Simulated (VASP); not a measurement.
Crystal: MnS.

```
CELL_PARAMETERS angstrom
4.30568 0.00000 0.00000
0.00000 4.30568 0.00000
0.00000 0.00000 5.36058
ATOMIC_POSITIONS crystal
Mn 0.00000 0.50000 0.00000
Mn 0.50000 0.00000 0.50000
S 0.00000 0.00000 0.25000
S 0.00000 0.00000 0.75000
```

Measurements of this composition are mostly on another form, of space group No. 225.

Base run:

| Property | Result |
| --- | --- |
| Program | VASP 6.6.1 |
| Functional | r2SCAN |
| Potentials or basis | VASP PAW PBE potentials, release 64 (Mn_pv, S) |
| Cutoff | 520 eV |
| k mesh | 5 × 5 × 4 |
| Occupations | gaussian, width 0.05 eV |
| Spin | no spin polarisation |

Its results: band gap on the k mesh none (metal or under the smearing width); pressure -18.0 GPa.

The run is repeated on the same cell with these changes: spin from no spin polarisation to collinear spin, random start; hubbard terms from none to Mn d U = 3 eV. What comes out?

Band gap on the k mesh none (metal or under the smearing width); pressure 1.0 GPa; net moment -0.08 μB per cell; site moments Mn -4.55, +4.53; S -0.01 μB.

Several settings changed at once, so the effect can't be laid on one alone.

Caveats: so large a pressure means that the cell lies far from this level's equilibrium, or that cutoff or potentials fall short (some runs); the potentials were made for another functional, which shifts forces and pressure (some runs); semilocal functionals often make such compounds metallic where correlation or magnetic order opens a gap, which also shifts bond lengths (some runs); the PAW data sets were made with another functional, which shifts forces and pressure a little (some runs).

Not every run made on this cell is shown here.
